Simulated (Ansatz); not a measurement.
Set up this calculation in Ansatz 0.2.0, as the native input.

| Item | Value |
| --- | --- |
| Task | single point |
| Functional | r2SCAN |
| Dispersion | D4 |
| Potentials or basis | Ansatz PAW |
| Cutoff | 500 eV (not typed: the program's choice for these potentials) |
| k mesh | 13 × 13 × 13 |
| Occupations | cold, width 0.1 eV |
| Spin | collinear spin, ferromagnetic start |
| Starting moments | [1.0] μB |
| Hubbard terms | Ni d U = 3 eV |
| Hubbard projectors | ortho-atomic |
| Double counting | fll (the default) |

Crystal: Ni.

```
CELL_PARAMETERS angstrom
-1.38372 1.38372 1.38372
1.38372 -1.38372 1.38372
1.38372 1.38372 -1.38372
ATOMIC_POSITIONS crystal
Ni 0.00000 0.00000 0.00000
```

This isn't the form of Ni at room conditions, which is fcc.

One way to write it, as run:

input.yaml

```yaml
crystal:
  lattice:
    - [-1.38371547, 1.38371547, 1.38371547]
    - [1.38371547, -1.38371547, 1.38371547]
    - [1.38371547, 1.38371547, -1.38371547]
  atoms:
    - { symbol: Ni, position: [0.0, 0.0, 0.0], spin: 1.0 }
hamiltonian:
  xc: r2scan
  pseudopotentials: { kind: paw }
  dispersion: d4
  hubbard:
    sites: [{ species: Ni, l: d, u_eff: 3.0 }]
    projectors: ortho-atomic
magnetization:
  spin_polarized: true
kpoints:
  mp_grid: { grid: [13, 13, 13] }
scf:
  occupations: { method: cold, width: 0.1 }
output:
  forces: true
  stress: true
  eigenvalues: true
  write_density: true
  write_potential: true
  elf: true
  volumetric_format: npy
```

Potentials or basis: Ansatz PAW.

Command:

```sh
$ ansatz run input.yaml --threads 1 --pin off --max-ram 2560MiB --backend cpu --events-out ev --progress --plain --runs-dir out
```

Results of the run:

```yaml
Pressure: -1.3 GPa
Band_gap_on_the_k_mesh: none (metal or under the smearing width)
Net_moment: 0.65 μB per cell
Absolute_moment: 0.82 μB per cell
Site_moments: Ni +0.72 μB
```

Caveat: the magnetic or orbital state may not be the lowest; pairwise dispersion overbinds metals, which lowers pressure and volume; the PAW data sets come from PBE, with cores solved anew for the run's functional, which leaves a small shift of forces and pressure; the U is typed as a test and isn't derived for this compound.

Wall time 9.7 s on 1 thread of Arm Neoverse V2, on a shared host, peak memory 0.33 GiB.
